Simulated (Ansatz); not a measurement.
# BaS: zone-centre modes under pressure

BaS, Fm-3m, a = 6.332 Å. Ansatz: PBEsol, PAW, 420 eV, Γ-centred 8×8×8 mesh on 2 atoms, fixed occupations; no spin polarisation. Cell and atoms are relaxed at each pressure with the symmetry kept; optical modes at Γ by linear response, in cm⁻¹, the highest, without the LO field.

| P (GPa) | V (Å³/atom) | ω1 |
| --- | --- | --- |
| 0 | 31.727 | 144.9 |
| 5 | 29.054 | 173.7 |
| 11 | 26.938 | 196.5 |
| 22 | 24.395 | ? |

Problem. Get the mode's Grüneisen parameter γ = −d ln ω/d ln V from the other rows and predict the missing frequency.

Solution. ln(V/V0) = 0.0000, -0.0880, -0.1636, -0.2628; a line through ln(ω/ω0) of the 3 known rows gives ω1: γ = 1.867 (intercept 0.0054), predicted 237.9, computed 220.8. The miss is 7.8 %: γ isn't constant over this range.

Cost: 4 runs of about 4.9 core-minutes in all, on Arm Neoverse N1 (shared hosts).